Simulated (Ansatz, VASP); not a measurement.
**Pt in VASP and in Ansatz**

INCAR

```
ALGO = Normal ; EDIFF = 1E-6
ENCUT = 520 ; GGA = PS
ISIF = 2 ; ISMEAR = -1
LASPH = True ; LCHARG = False
LREAL = False ; LWAVE = False
NBANDS = 11 ; NELM = 80
PREC = Accurate ; SIGMA = 0.1
```

KPOINTS

```
k-points
0
Gamma
  17 17 17
```

POSCAR

```
Pt
1.0
    0.0000000000      1.9198320203      1.9198320203
    1.9198320203      0.0000000000      1.9198320203
    1.9198320203      1.9198320203      0.0000000000
Pt
1
Direct
    0.0000000000      0.0000000000      0.0000000000
```

Input for Ansatz:

```yaml
crystal:
  lattice:
    - [0.0, 1.9198320203, 1.9198320203]
    - [1.9198320203, 0.0, 1.9198320203]
    - [1.9198320203, 1.9198320203, 0.0]
  atoms:
    - { symbol: Pt, position: [0.0, 0.0, 0.0] }
kpoints:
  mp_grid: { grid: [17, 17, 17] }
scf:
  occupations: { method: fermi_dirac, width: 0.1 }
hamiltonian:
  xc: pbesol
  pseudopotentials: { kind: all_electron, lapw: { basis_error: 0.001 } }
output:
  forces: true
  stress: true
  eigenvalues: true
  populations: true
```

Change from the starting cell: volume scaled by 0.94, LAPW.

Alike in both runs: task single point; functional PBEsol; k mesh 17 × 17 × 17; occupations fermi-dirac, width 0.1 eV; no spin polarisation.

|  | VASP | Ansatz |
| --- | --- | --- |
| version | VASP 6.6.1 | Ansatz 0.2.0 |
| potentials or method | VASP PAW PBE potentials, release 64 (Pt) | all-electron LAPW, scalar-relativistic |
| plane-wave cutoff (eV) | 520 | see its input |

|  | VASP | Ansatz | Ansatz less VASP |
| --- | --- | --- | --- |
| pressure (GPa) | 20.5 | 20.8 | +0.34 |

Ansatz ran all-electron here, so the differences hold the error of VASP's frozen core and of both bases.

Caveats: so large a pressure means that the cell lies far from this level's equilibrium, or that cutoff or potentials fall short (VASP); the potentials were made for another functional, which shifts forces and pressure (VASP). Spin-orbit coupling is left out, which matters for the levels of Pt.
